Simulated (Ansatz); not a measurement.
The system is BP.

```
P B
1.0
     0.00000    2.26900    2.26900
     2.26900    0.00000    2.26900
     2.26900    2.26900    0.00000
P B
1 1
Direct
  0.75000 0.75000 0.75000
  0.00000 0.00000 0.00000
```

Base run:

```yaml
Program: Ansatz 0.2.0
Functional: LDA
Potentials_or_basis: all-electron LAPW, scalar-relativistic
Cutoff: 283 eV
Density_cutoff: 1133 eV
Basis_error_allowed: 0.001 eV/atom
k_mesh: 10 × 10 × 10
Occupations: fermi-dirac, width 0.05 eV
Spin: no spin polarisation
```

Its results: band gap on the k mesh 1.19 eV, indirect (least direct gap 3.38 eV); pressure -5.2 GPa.

Task: After a change of settings the same cell gave: band gap on the k mesh 1.27 eV, indirect (least direct gap 3.41 eV); pressure 3.9 GPa. Which change was it?
A. functional from LDA to BLYP
B. functional from LDA to PBEsol; potentials or basis from all-electron LAPW, scalar-relativistic to all-electron PAW datasets made for the crystal
C. functional from LDA to PBEsol; potentials or basis from all-electron LAPW, scalar-relativistic to all-electron LAPW, non-relativistic
D. functional from LDA to RPBE

Result: D.

RPBE binds less tightly than LDA, so the same cell stands under more pressure.

Not every run made on this cell is shown here.
